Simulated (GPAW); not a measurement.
Runs of GPAW 26.7.0 on CoO. It takes space group Fm-3m (No. 225, cubic). The conventional cell has a = 4.263 Å, b = 4.263 Å, c = 4.263 Å, α = 90.00°, β = 90.00°, γ = 90.00°. Co (site symmetry m-3m) is surrounded by 6 O at 2.13 Å. O (site symmetry m-3m) is surrounded by 6 Co at 2.13 Å. 

| task | level | potentials or basis | U | k mesh | cutoff (eV) | maxiter | convergence | response ecut | lines | response k mesh | mesh quality | gap on the mesh (eV) | pressure (GPa) | moment (μB) |
| --- | --- | --- | --- | --- | --- | --- | --- | --- | --- | --- | --- | --- | --- | --- |
| single point | LDA+U | the program's PAW data sets (release 1.2.1) made for this functional, pw | Co d U = 8 eV | 9 × 9 × 9 | 600 | 120 | default | - | - | - | not flagged | none | (a) | 3.00 |
| single point | LDA | the program's PAW data sets (release 1.2.1) made for this functional, pw | - | 9 × 9 × 9 | 650 | 120 | default | - | - | - | not flagged | none | -21.0 | 2.84 |
| magnons | LDA | the program's PAW data sets (release 1.2.1) made for this functional, pw | - | 9 × 9 × 9 | 650 | 150 | - | 300 eV | 3 | 6 × 6 × 6 | coarse | none | - | 2.84 |
| single point | PBE | GPAW PAW data sets (gpaw-data 1.2.1), pw | - | 9 × 9 × 9 | 650 | 120 | default | - | - | - | not flagged | none | (b) | 2.92 |

Alike in all rows: spin collinear, ferromagnetic start; cell as given; smearing fermi-dirac 0.05 eV.

Question: Estimate the missing entries.

Answer: (a) -17.8; (b) -3.5.

Caveats: some runs use coarse meshes; a cell with one magnetic atom can't hold antiferromagnetic order, which such compounds often take; the cutoff is short for stress and forces, so pressures can be off by a GPa or more (some runs); semilocal functionals often make such compounds metallic where correlation or magnetic order opens a gap, which also shifts bond lengths (some runs); so large a pressure means that the cell lies far from this level's equilibrium, or that cutoff or potentials fall short (some runs); the number of bands moves the energies at small q by some ten meV (some runs); the exchange constants hang on this mesh and on the site radius (some runs); magnon energies are noisy on this mesh (some runs).

A gap of «none» marks a metal or a gap under the smearing width.
